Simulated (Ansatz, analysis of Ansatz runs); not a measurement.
# A hop of O in TiO2 (Pbcn), charge +2, part 2 of 3

Wanted: path and barrier of a jump of O in TiO2 (Pbcn) at charge +2. The case: V_O hop (2.6 Å), in a cell of 96 host atoms with 1 O taken out.

Ansatz 0.2.0; plane-wave PAW DFT, PBEsol; nudged elastic band between two relaxed defect structures at fixed charge in a uniform background.

So far: The structure; Relaxation of the start point, charge +2; Relaxation of the end point, charge +2.

## (4) Nudged elastic band, charge +2

5 movable images are laid between the ends on a pair-potential path, which keeps atoms from colliding in the first guess. Each image feels the true force across the path and a spring force along it. The highest image is set to climb to the top of the path.

This step: plane-wave PAW DFT, PBEsol; nudged elastic band between two relaxed defect structures at fixed charge in a uniform background.

qp2.neb/input.yaml reads:

```yaml
crystal:
  lattice:
    - [9.07556403, 0.0, 0.0]
    - [0.0, 10.98982655, 0.0]
    - [0.0, 0.0, 9.75788854]
  atoms:
    - { symbol: Ti, position: [0.2543975, 0.33861026, 0.37587436] }
    - { symbol: Ti, position: [0.0043269, 0.41212909, 0.1286938] }
    - { symbol: Ti, position: [0.25191307, 0.16247283, 0.12374191] }
    - { symbol: Ti, position: [0.00412694, 0.08959187, 0.37155134] }
    - { symbol: O, position: [0.3644352, 0.30665064, 0.03832693] }
    - { symbol: O, position: [0.11760441, 0.4414752, 0.46075348] }
    - { symbol: O, position: [0.3896836, 0.44445843, 0.29127539] }
    - { symbol: O, position: [0.13794599, 0.30844532, 0.2096154] }
    - { symbol: O, position: [0.36559511, 0.19139335, 0.29051215] }
    - { symbol: O, position: [0.11534219, 0.05802093, 0.20940595] }
    - { symbol: O, position: [0.38621904, 0.0580136, 0.0405349] }
    - { symbol: O, position: [0.13705527, 0.19133831, 0.45942824] }
    - { symbol: Ti, position: [0.24745744, 0.33810557, 0.87225489] }
    - { symbol: Ti, position: [6.054e-05, 0.4124091, 0.62344619] }
    - { symbol: Ti, position: [0.24838236, 0.16223471, 0.62647431] }
    - { symbol: Ti, position: [0.0006175, 0.08694173, 0.87735543] }
    - { symbol: O, position: [0.36487915, 0.31401117, 0.54042205] }
    - { symbol: O, position: [0.11452389, 0.44047954, 0.95961056] }
    - { symbol: O, position: [0.38372062, 0.44160279, 0.78368016] }
    - { symbol: O, position: [0.13546383, 0.3082472, 0.70901152] }
    - { symbol: O, position: [0.3659638, 0.19168474, 0.78945267] }
    - { symbol: O, position: [0.11373284, 0.05974482, 0.70989976] }
    - { symbol: O, position: [0.38553372, 0.05778135, 0.54166066] }
    - { symbol: O, position: [0.13640758, 0.19132652, 0.95946482] }
    - { symbol: Ti, position: [0.25166977, 0.83535234, 0.37348592] }
    - { symbol: Ti, position: [0.00065155, 0.91328025, 0.12818779] }
    - { symbol: Ti, position: [0.25020323, 0.65951337, 0.12640528] }
    - { symbol: Ti, position: [-0.00138872, 0.58631026, 0.3753487] }
    - { symbol: O, position: [0.36676088, 0.80746343, 0.0446512] }
    - { symbol: O, position: [0.11507364, 0.93877428, 0.460026] }
    - { symbol: O, position: [0.38604437, 0.94011758, 0.29222119] }
    - { symbol: O, position: [0.13655993, 0.80699462, 0.21059786] }
    - { symbol: O, position: [0.36534816, 0.68792854, 0.29251968] }
    - { symbol: O, position: [0.11449687, 0.5570151, 0.21043283] }
    - { symbol: O, position: [0.38625488, 0.55667574, 0.03867525] }
    - { symbol: O, position: [0.13861214, 0.68644189, 0.46235622] }
    - { symbol: Ti, position: [0.25610967, 0.84108073, 0.88846741] }
    - { symbol: Ti, position: [-0.01086965, 0.92188113, 0.61889941] }
    - { symbol: Ti, position: [0.2220856, 0.6909039, 0.64132503] }
    - { symbol: Ti, position: [0.0007936, 0.58737867, 0.8743477] }
    - { symbol: O, position: [0.36400576, 0.80192968, 0.54301589] }
    - { symbol: O, position: [0.11416252, 0.94255971, 0.96196852] }
    - { symbol: O, position: [0.38516257, 0.94020914, 0.79159905] }
    - { symbol: O, position: [0.12626148, 0.81433286, 0.71779051] }
    - { symbol: O, position: [0.36059087, 0.69179907, 0.79001968] }
    - { symbol: O, position: [0.11282879, 0.55953234, 0.70921057] }
    - { symbol: O, position: [0.13662007, 0.69105125, 0.961314] }
    - { symbol: Ti, position: [0.74754732, 0.33830306, 0.37675264] }
    - { symbol: Ti, position: [0.50059873, 0.40758512, 0.1177182] }
    - { symbol: Ti, position: [0.75023187, 0.16083645, 0.12783167] }
    - { symbol: Ti, position: [0.49851189, 0.08802581, 0.37762596] }
    - { symbol: O, position: [0.86634799, 0.30778959, 0.04403691] }
    - { symbol: O, position: [0.60465679, 0.44552985, 0.4613603] }
    - { symbol: O, position: [0.88583245, 0.44011669, 0.29278419] }
    - { symbol: O, position: [0.63559697, 0.30884915, 0.2107234] }
    - { symbol: O, position: [0.8635259, 0.19227621, 0.29381842] }
    - { symbol: O, position: [0.61437822, 0.05759614, 0.21214745] }
    - { symbol: O, position: [0.88639133, 0.05858245, 0.04276959] }
    - { symbol: O, position: [0.63388032, 0.19268487, 0.46331042] }
    - { symbol: Ti, position: [0.75912748, 0.33601675, 0.88244273] }
    - { symbol: Ti, position: [0.5123951, 0.39995194, 0.63490074] }
    - { symbol: Ti, position: [0.74982113, 0.16033079, 0.62710507] }
    - { symbol: Ti, position: [0.50106504, 0.08816177, 0.87561235] }
    - { symbol: O, position: [0.86218511, 0.30971749, 0.54165512] }
    - { symbol: O, position: [0.6132454, 0.43921936, 0.95552655] }
    - { symbol: O, position: [0.88564738, 0.44011839, 0.79061835] }
    - { symbol: O, position: [0.6393815, 0.30093815, 0.7154496] }
    - { symbol: O, position: [0.86555307, 0.19045378, 0.7917229] }
    - { symbol: O, position: [0.61500784, 0.05664142, 0.71041046] }
    - { symbol: O, position: [0.88608613, 0.0587821, 0.53858038] }
    - { symbol: O, position: [0.6369386, 0.18961168, 0.96270074] }
    - { symbol: Ti, position: [0.74870342, 0.83702015, 0.37507754] }
    - { symbol: Ti, position: [0.50473269, 0.91491301, 0.12818588] }
    - { symbol: Ti, position: [0.76259512, 0.67053758, 0.11560989] }
    - { symbol: Ti, position: [0.51938872, 0.58532889, 0.3490699] }
    - { symbol: O, position: [0.86544446, 0.80936307, 0.03760903] }
    - { symbol: O, position: [0.61371408, 0.93994321, 0.46076842] }
    - { symbol: O, position: [0.88590777, 0.94073545, 0.29080286] }
    - { symbol: O, position: [0.63594596, 0.8075636, 0.20979381] }
    - { symbol: O, position: [0.86584876, 0.69057946, 0.28905016] }
    - { symbol: O, position: [0.62272768, 0.55765943, 0.19925973] }
    - { symbol: O, position: [0.88760139, 0.55800503, 0.04009386] }
    - { symbol: O, position: [0.63463077, 0.68908548, 0.45692662] }
    - { symbol: Ti, position: [0.74667951, 0.83775576, 0.86979903] }
    - { symbol: Ti, position: [0.49763795, 0.91200995, 0.62436244] }
    - { symbol: Ti, position: [0.74773786, 0.66071303, 0.6235303] }
    - { symbol: Ti, position: [0.49679486, 0.58779518, 0.87331169] }
    - { symbol: O, position: [0.86278908, 0.80778178, 0.54074818] }
    - { symbol: O, position: [0.61435505, 0.93974064, 0.9601294] }
    - { symbol: O, position: [0.88333314, 0.94202105, 0.78955689] }
    - { symbol: O, position: [0.63357749, 0.80703746, 0.70774045] }
    - { symbol: O, position: [0.86107215, 0.68837385, 0.7889385] }
    - { symbol: O, position: [0.60147454, 0.55724029, 0.69895052] }
    - { symbol: O, position: [0.88433778, 0.55811553, 0.54004409] }
    - { symbol: O, position: [0.63555673, 0.68947992, 0.95629674] }
total_charge: 2
basis:
  ecutwfc: 420
  xc_grid: 2
hamiltonian:
  xc: pbesol
kpoints:
  mp_grid: { grid: [1, 1, 1], shift: [0.25, 0.25, 0.25] }
scf:
  occupations: { method: fixed }
  max_iter: 150
output:
  forces: true
neb:
  images: 5
  f_tol: 0.04
  climbing: true
  initial_path: idpp
  max_iterations: 45
  order_check: true
  final_atoms:
    - { symbol: Ti, position: [0.242376, 0.33607298, 0.36833747] }
    - { symbol: Ti, position: [-0.00278539, 0.41223721, 0.12202294] }
[... 14 atom lines left out ...]
    - { symbol: O, position: [0.36221593, 0.30109515, 0.53521799] }
[... 1 atom line left out ...]
    - { symbol: O, position: [0.39675784, 0.44545768, 0.78937266] }
[... 19 atom lines left out ...]
    - { symbol: Ti, position: [0.25358487, 0.66073603, 0.62722302] }
[... 1 atom line left out ...]
    - { symbol: O, position: [0.3681357, 0.80697152, 0.54289363] }
[... 3 atom lines left out ...]
    - { symbol: O, position: [0.36670861, 0.6890227, 0.79404238] }
[... 7 atom lines left out ...]
    - { symbol: O, position: [0.61751954, 0.44146789, 0.46669264] }
[... 7 atom lines left out ...]
    - { symbol: Ti, position: [0.48919051, 0.3999556, 0.61585348] }
[... 13 atom lines left out ...]
    - { symbol: Ti, position: [0.50488115, 0.587879, 0.37766921] }
[... 7 atom lines left out ...]
    - { symbol: O, position: [0.64074036, 0.69167895, 0.46108368] }
[... 2 atom lines left out ...]
    - { symbol: Ti, position: [0.77943411, 0.69080283, 0.60945855] }
    - { symbol: Ti, position: [0.48219406, 0.58530654, 0.90173316] }
[... 5 atom lines left out ...]
    - { symbol: O, position: [0.40019456, 0.55722867, 0.55204238] }
[... 1 atom line left out ...]
    - { symbol: O, position: [0.63604772, 0.68785453, 0.95861467] }
```

The run is started by

```sh
> ansatz run input.yaml --threads 32 --pin off --max-ram 84787MiB --backend cuda --events-out ev --progress --plain --runs-dir out --max-vram 78GiB
```

Numbers of over 12 decimals in the logs are rounded to 6 here.

The log of the run:

```text
[...]
Warning: neb: disabling space-group detection — the band's intermediate images generally break the endpoint symmetry, so the full k-mesh is solved, and no spatial operation symmetrises the density, except that a semilocal band can use its path's symmetry [...]
[...]
parallel-image band execution: 3 concurrent image workers
NEB image 0
[...]
Crystal: 95 atoms, lattice volume = 973.241 Å³
Basis set: ecut = 420 eV, 19047 PW (Γ), exchange–correlation on 128×150×144 points (8 copies of the dense FFT grid, shifted against one another)
Bands: 475, of which v1, the nominal top of the filled ones, is band 380 counted from 1 (379 counted from 0)
Symmetry: 1 space group operations
k-points: 1
[...]
SCF iter   1: F=—  HF=-114654.719909 eV  |F-HF|=—  |Δ(HF+E_count)|=         —  Δρ=1.88e-2  dr2=3.18e0  ethr=1.77e-3  ⟨swp⟩=4.0  Hψ=1459  notcnv=0  defer=89
[...]
SCF iter   2: F=—  HF=-114654.277681 eV  |F-HF|=—  |Δ(HF+E_count)|=   4.42e-1  Δρ=9.58e-3  dr2=7.68e-1  ethr=4.19e-4  ⟨swp⟩=2.0  Hψ=775  notcnv=0  defer=79
[...]
SCF iter  12: F=-114654.159286 eV  HF=-114654.159286 eV  |F-HF|=1.75e-10  |Δ(HF+E_count)|=   5.31e-8  Δρ=2.31e-6  dr2=7.55e-8  ethr=1.32e-11  ⟨swp⟩=3.0  Hψ=1449  notcnv=0
SCF 1 converged in 12 iterations: F = -114654.159286 eV  dr2 = 7.55e-8
[...]
NSCF: frozen V_eff on 1 k-points
NEB image 6
[...]
SCF 2 converged in 12 iterations: F = -114654.155329 eV  dr2 = 7.32e-8
[...]
NEB end point (image 0): max|allowed force component| = 1.704e-2 eV/Å (the criterion of neb.relax_end_points is 1.000e-2)
NEB end point (image 6): max|allowed force component| = 1.147e-2 eV/Å (the criterion of neb.relax_end_points is 1.000e-2)
NEB image 1
[...]
SCF 3 converged in 12 iterations: F = -114653.624885 eV  dr2 = 7.01e-8
NEB image 2
[...]
SCF 4 converged in 13 iterations: F = -114652.516098 eV  dr2 = 3.04e-8
NEB image 3
[...]
SCF 5 converged in 13 iterations: F = -114651.878357 eV  dr2 = 2.30e-8
NEB image 4
[...]
SCF 6 converged in 13 iterations: F = -114652.501426 eV  dr2 = 3.03e-8
NEB image 5
[...]
SCF 7 converged in 12 iterations: F = -114653.619445 eV  dr2 = 7.00e-8
[...]
SCF 8 converged in 10 iterations: F = -114653.841255 eV  dr2 = 3.11e-8
[...]
SCF 12 converged in 10 iterations: F = -114653.837441 eV  dr2 = 3.33e-8
[...]
SCF 16 converged in 10 iterations: F = -114653.169813 eV  dr2 = 7.05e-8
[...]
SCF 20 converged in 9 iterations: F = -114652.747667 eV  dr2 = 4.78e-8
[...]
SCF 24 converged in 9 iterations: F = -114653.197266 eV  dr2 = 2.37e-8
[...]
SCF 28 converged in 7 iterations: F = -114653.906274 eV  dr2 = 4.83e-8
[...]
SCF 32 converged in 7 iterations: F = -114653.904379 eV  dr2 = 4.47e-8
[...]
SCF 36 converged in 8 iterations: F = -114653.199381 eV  dr2 = 7.83e-8
[...]
SCF 40 converged in 7 iterations: F = -114652.787221 eV  dr2 = 7.32e-8
[...]
SCF 44 converged in 8 iterations: F = -114653.197539 eV  dr2 = 8.79e-8
[...]
SCF 48 converged in 7 iterations: F = -114653.896832 eV  dr2 = 2.32e-8
[...]
SCF 52 converged in 7 iterations: F = -114653.898758 eV  dr2 = 1.58e-8
[...]
SCF 56 converged in 13 iterations: F = -114652.692845 eV  dr2 = 4.97e-10
[...]
SCF 60 converged in 13 iterations: F = -114652.733162 eV  dr2 = 5.53e-10
[...]
SCF 64 converged in 13 iterations: F = -114652.655474 eV  dr2 = 5.74e-10
[...]
SCF 68 converged in 13 iterations: F = -114652.692265 eV  dr2 = 1.03e-9
[...]
SCF 72 converged in 12 iterations: F = -114652.732816 eV  dr2 = 1.39e-9
[...]
SCF 76 converged in 11 iterations: F = -114654.085267 eV  dr2 = 9.35e-8
[...]
SCF 80 converged in 12 iterations: F = -114653.567507 eV  dr2 = 2.09e-8
[...]
- { symbol: Ti, position: [0.001317, 0.927123, 0.625527] }
    - { symbol: Ti, position: [0.238949, 0.681928, 0.639990] }
    - { symbol: Ti, position: [0.003235, 0.587310, 0.874656] }
    - { symbol: O, position: [0.368248, 0.805025, 0.544543] }
    - { symbol: O, position: [0.112298, 0.941348, 0.961833] }
    - { symbol: O, position: [0.385875, 0.940951, 0.790922] }
    - { symbol: O, position: [0.134432, 0.808564, 0.713328] }
    - { symbol: O, position: [0.357647, 0.695633, 0.804363] }
    - { symbol: O, position: [0.118244, 0.558310, 0.710543] }
    - { symbol: O, position: [0.133251, 0.691274, 0.965111] }
    - { symbol: Ti, position: [0.754383, 0.335093, 0.374939] }
    - { symbol: Ti, position: [0.500573, 0.407699, 0.124946] }
    - { symbol: Ti, position: [0.749428, 0.161643, 0.125119] }
    - { symbol: Ti, position: [0.500238, 0.088536, 0.376414] }
    - { symbol: O, position: [0.866072, 0.306952, 0.042188] }
    - { symbol: O, position: [0.613150, 0.434973, 0.452630] }
    - { symbol: O, position: [0.887631, 0.441095, 0.291260] }
    - { symbol: O, position: [0.636913, 0.307565, 0.208009] }
    - { symbol: O, position: [0.865019, 0.189379, 0.290648] }
    - { symbol: O, position: [0.614766, 0.058393, 0.210959] }
    - { symbol: O, position: [0.885347, 0.056240, 0.042221] }
    - { symbol: O, position: [0.635757, 0.190652, 0.462383] }
    - { symbol: Ti, position: [0.753833, 0.338293, 0.878501] }
    - { symbol: Ti, position: [0.500476, 0.404865, 0.625611] }
    - { symbol: Ti, position: [0.751584, 0.164581, 0.626566] }
    - { symbol: Ti, position: [0.501240, 0.088563, 0.874103] }
    - { symbol: O, position: [0.866806, 0.307576, 0.540797] }
    - { symbol: O, position: [0.614014, 0.442326, 0.957278] }
    - { symbol: O, position: [0.885549, 0.441284, 0.789954] }
    - { symbol: O, position: [0.643009, 0.312083, 0.711403] }
    - { symbol: O, position: [0.865369, 0.189691, 0.792098] }
    - { symbol: O, position: [0.615725, 0.058838, 0.709608] }
    - { symbol: O, position: [0.887297, 0.058047, 0.540391] }
    - { symbol: O, position: [0.636487, 0.190701, 0.959953] }
    - { symbol: Ti, position: [0.745674, 0.840379, 0.365205] }
    - { symbol: Ti, position: [0.500574, 0.916608, 0.125366] }
    - { symbol: Ti, position: [0.756768, 0.664977, 0.116210] }
    - { symbol: Ti, position: [0.518422, 0.582759, 0.366789] }
    - { symbol: O, position: [0.863932, 0.806483, 0.037159] }
    - { symbol: O, position: [0.615656, 0.940771, 0.459724] }
    - { symbol: O, position: [0.888603, 0.941396, 0.288921] }
    - { symbol: O, position: [0.636902, 0.809784, 0.204611] }
    - { symbol: O, position: [0.867902, 0.691276, 0.285896] }
    - { symbol: O, position: [0.617331, 0.559763, 0.208382] }
    - { symbol: O, position: [0.886650, 0.556721, 0.039481] }
    - { symbol: O, position: [0.643440, 0.695019, 0.447485] }
    - { symbol: Ti, position: [0.745455, 0.834556, 0.872753] }
    - { symbol: Ti, position: [0.500991, 0.915945, 0.625281] }
    - { symbol: Ti, position: [0.763964, 0.682531, 0.610801] }
    - { symbol: Ti, position: [0.483319, 0.582775, 0.882581] }
    - { symbol: O, position: [0.867720, 0.808802, 0.537133] }
    - { symbol: O, position: [0.614362, 0.939496, 0.958034] }
    - { symbol: O, position: [0.884822, 0.937556, 0.789955] }
    - { symbol: O, position: [0.633697, 0.805070, 0.706313] }
    - { symbol: O, position: [0.858541, 0.684042, 0.785701] }
    - { symbol: O, position: [0.499253, 0.570144, 0.626633] }
    - { symbol: O, position: [0.884190, 0.558426, 0.540450] }
    - { symbol: O, position: [0.634660, 0.685674, 0.953417] }
```

Run time: 46 s. Hardware: 1 × NVIDIA GB200 with 32 threads of Arm Neoverse V2, shared host; peak memory 2.1 GiB; 2.4 min of CPU time.

In the SCF lines HF is the Harris–Foulkes energy and dr2 the Hartree energy of the density residual, in eV; the loop may stop once dr2 is under the threshold and the program's other checks hold. Hψ counts applications of the Hamiltonian.

Images along the path:

| image | path (Å) | energy (eV) | O93: x, y, z (Å) |
| --- | --- | --- | --- |
| 0 | 0.000 | 0.0000 | 5.459, 6.124, 6.820 |
| 1 | 0.474 | 0.2625 | 5.174, 6.241, 6.601 |
| 2 | 0.949 | 0.9611 | 4.850, 6.268, 6.377 |
| 3 | 1.423 | 1.3708 | 4.531, 6.266, 6.115 |
| 4 | 1.894 | 0.9603 | 4.218, 6.270, 5.851 |
| 5 | 2.366 | 0.2605 | 3.908, 6.240, 5.611 |
| 6 | 2.837 | 0.0040 | 3.632, 6.124, 5.387 |

This step gave:

| Item | Value |
| --- | --- |
| free energy | -114652.7885 eV |
| barrier forward | 1.371 eV |
| barrier backward | 1.367 eV |
| end less start | 0.003957 eV |
| hop length | 2.322 Å |

Track of the atom that was set to move:

| image | x (Å) | y (Å) | z (Å) | nearest neighbour | distance (Å) |
| --- | --- | --- | --- | --- | --- |
| 0 | 5.459 | 6.124 | 6.82 | Ti | 1.897 |
| 1 | 5.174 | 6.241 | 6.601 | Ti | 1.945 |
| 2 | 4.85 | 6.268 | 6.377 | Ti | 1.857 |
| 3 | 4.531 | 6.266 | 6.115 | Ti | 1.816 |
| 4 | 4.218 | 6.27 | 5.851 | Ti | 1.858 |
| 5 | 3.908 | 6.24 | 5.611 | Ti | 1.946 |
| 6 | 3.632 | 6.124 | 5.387 | Ti | 1.898 |

The band met its tolerance of 0.04 eV/Å after 10 iterations, with image 3 on top (the start counts as 0). O93, which moves farthest between the ends, has 3 Ti at 1.90 to 2.01 Å nearest at the start and 1 Ti at 1.82 Å at the top.

## (5) Single point at the start point, PBEsol, denser k-mesh

Three single points on a mesh of more k-points (start, top, end) test the sampling. The start is shown; top and end are run alike.

This step: plane-wave PAW DFT, PBEsol; single point of a defect supercell on a structure of the PBEsol path.

qp2.start.mesh/input.yaml reads:

```yaml
crystal:
  lattice:
    - [9.07556403, 0.0, 0.0]
    - [0.0, 10.98982655, 0.0]
    - [0.0, 0.0, 9.75788854]
  atoms:
    - { symbol: Ti, position: [0.2543975, 0.33861026, 0.37587436] }
    - { symbol: Ti, position: [0.0043269, 0.41212909, 0.1286938] }
[... 14 atom lines left out ...]
    - { symbol: O, position: [0.36487915, 0.31401117, 0.54042205] }
[... 1 atom line left out ...]
    - { symbol: O, position: [0.38372062, 0.44160279, 0.78368016] }
[... 19 atom lines left out ...]
    - { symbol: Ti, position: [0.2220856, 0.6909039, 0.64132503] }
[... 1 atom line left out ...]
    - { symbol: O, position: [0.36400576, 0.80192968, 0.54301589] }
[... 3 atom lines left out ...]
    - { symbol: O, position: [0.36059087, 0.69179907, 0.79001968] }
[... 7 atom lines left out ...]
    - { symbol: O, position: [0.60465679, 0.44552985, 0.4613603] }
[... 7 atom lines left out ...]
    - { symbol: Ti, position: [0.5123951, 0.39995194, 0.63490074] }
[... 13 atom lines left out ...]
    - { symbol: Ti, position: [0.51938872, 0.58532889, 0.3490699] }
[... 7 atom lines left out ...]
    - { symbol: O, position: [0.63463077, 0.68908548, 0.45692662] }
[... 2 atom lines left out ...]
    - { symbol: Ti, position: [0.74773786, 0.66071303, 0.6235303] }
    - { symbol: Ti, position: [0.49679486, 0.58779518, 0.87331169] }
[... 5 atom lines left out ...]
    - { symbol: O, position: [0.60147454, 0.55724029, 0.69895052] }
[... 1 atom line left out ...]
    - { symbol: O, position: [0.63555673, 0.68947992, 0.95629674] }
total_charge: 2
basis:
  ecutwfc: 420
  xc_grid: 2
hamiltonian:
  xc: pbesol
kpoints:
  mp_grid: { grid: [2, 2, 2], shift: [0.5, 0.5, 0.5] }
scf:
  occupations: { method: fixed }
  max_iter: 150
output:
  forces: true
  eigenvalues: true
checkpoint:
  write: "../qp2.start.mesh.run"
  compress: false
  write_wavefunctions: false
  write_every: 100000
```

The log of the run:

```text
[...]
Crystal: 95 atoms, lattice volume = 973.241 Å³
Basis set: ecut = 420 eV, 19047 PW (Γ), exchange–correlation on 128×150×144 points (8 copies of the dense FFT grid, shifted against one another)
Bands: 475, of which v1, the nominal top of the filled ones, is band 380 counted from 1 (379 counted from 0)
Symmetry: 1 space group operations
[...]
k-points: 4 of 8 (time reversal used)
[...]
SCF iter   1: F=—  HF=-114654.716170 eV  |F-HF|=—  |Δ(HF+E_count)|=         —  Δρ=1.89e-2  dr2=3.21e0  ethr=1.77e-3  ⟨swp⟩=3.0  Hψ=6177  notcnv=0  defer=303
[...]
SCF iter   3: F=—  HF=-114654.151658 eV  |F-HF|=—  |Δ(HF+E_count)|=   1.26e-1  Δρ=2.31e-3  dr2=3.33e-2  ethr=1.03e-4  ⟨swp⟩=2.0  Hψ=2385  notcnv=0  defer=207
automatic band count: iteration 3 solves 440 bands in place of 475: the levels show a gap, and the empty bands left out lie too high to hold charge; the band table lists the bands solved (type scf.n_extra_bands for more)
SCF iter   4: F=—  HF=-114654.159249 eV  |F-HF|=—  |Δ(HF+E_count)|=   7.59e-3  Δρ=5.10e-4  dr2=3.64e-3  ethr=4.38e-6  ⟨swp⟩=3.0  Hψ=3135  notcnv=0  defer=232
[...]
SCF iter   8: F=—  HF=-114654.157573 eV  |F-HF|=—  |Δ(HF+E_count)|=   4.87e-3  Δρ=6.26e-5  dr2=4.31e-5  ethr=1.40e-8  ⟨swp⟩=2.0  Hψ=3160  notcnv=0  defer=176
[...]
SCF iter  10: F=—  HF=-114654.157613 eV  |F-HF|=—  |Δ(HF+E_count)|=   3.41e-6  Δρ=1.41e-5  dr2=2.13e-6  ethr=7.29e-10  ⟨swp⟩=2.0  Hψ=3008  notcnv=0  defer=176
[...]
SCF iter  12: F=-114654.157614 eV  HF=-114654.157614 eV  |F-HF|=6.05e-9  |Δ(HF+E_count)|=   5.31e-8  Δρ=2.20e-6  dr2=7.06e-8  ethr=1.32e-11  ⟨swp⟩=10.0  Hψ=7604  notcnv=0
SCF 1 converged in 12 iterations: F = -114654.157614 eV  dr2 = 7.06e-8
[...]
SCF converged after 12 iterations
[...]
```

Elapsed: 3.2 s, on 1 × NVIDIA GB200 with 32 threads; peak memory 1.3 GiB; 9.5 s of CPU time.

This step gave:

```
free energy : -114654.1576 eV
```

(Part 2 of 3 ends here.)

[Logs are printed without paths, hosts, clocks, repeated set-up lines and the standing remarks that a program may print on its own settings, such as how far it seeks lower states.]

[Hosts, paths, dates, database ids (printed as entryN), source tags and the programs' standing remarks are cut or masked in the printed files.]
